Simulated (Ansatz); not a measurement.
(110) slab cut from the bulk of TiAl₂, Cmmm (No. 65); the slab's formula is Ti4Al9:

```yaml
crystal:
  lattice:
    - [3.97242, 0.00000, 0.00000]
    - [0.00000, 6.33402, 0.00000]
    - [0.00000, 0.00000, 22.42230]
  atoms:
    - { symbol: Al, position: [0.00000, 0.81038, 0.33449] }
    - { symbol: Al, position: [0.50000, 0.12340, 0.36311] }
    - { symbol: Ti, position: [0.00000, 0.43275, 0.39139] }
    - { symbol: Al, position: [0.50000, 0.71557, 0.41724] }
    - { symbol: Ti, position: [0.00000, 0.99838, 0.44310] }
    - { symbol: Al, position: [0.50000, 0.30773, 0.47138] }
    - { symbol: Al, position: [0.00000, 0.62076, 0.50000] }
    - { symbol: Al, position: [0.50000, 0.93378, 0.52862] }
    - { symbol: Ti, position: [0.00000, 0.24313, 0.55690] }
    - { symbol: Al, position: [0.50000, 0.52594, 0.58276] }
    - { symbol: Ti, position: [0.00000, 0.80876, 0.60861] }
    - { symbol: Al, position: [0.50000, 0.11811, 0.63689] }
    - { symbol: Al, position: [0.00000, 0.43113, 0.66551] }
```

Level of theory: Ansatz 0.2.0, DFT PBEsol, scalar-relativistic, plane waves, PAW. Settings: cutoff 420 eV, Γ-centred mesh 9×6×1 on the computed 13-atom cell, Gaussian smearing of 0.10 eV; no spin polarisation. A dipole correction removes the field between periodic images along c.

**Question.** What forces act on the atoms?

**Answer.**
```tsv
atom	Fx (eV/Å)	Fy (eV/Å)	Fz (eV/Å)
Al1	0.000	0.226	-0.066
Al2	0.000	0.022	0.088
Ti3	0.000	-0.655	-0.045
Al4	0.000	-0.081	-0.404
Ti5	0.000	0.486	0.585
Al6	0.000	0.162	-0.172
Al7	0.000	0.000	0.000
Al8	0.000	-0.162	0.172
Ti9	0.000	-0.486	-0.585
Al10	0.000	0.081	0.404
Ti11	0.000	0.655	0.045
Al12	0.000	-0.022	-0.088
Al13	0.000	-0.226	0.066
```

Cost: 1 run of about 1.8 core-minutes, on Arm Neoverse V1 (shared hosts).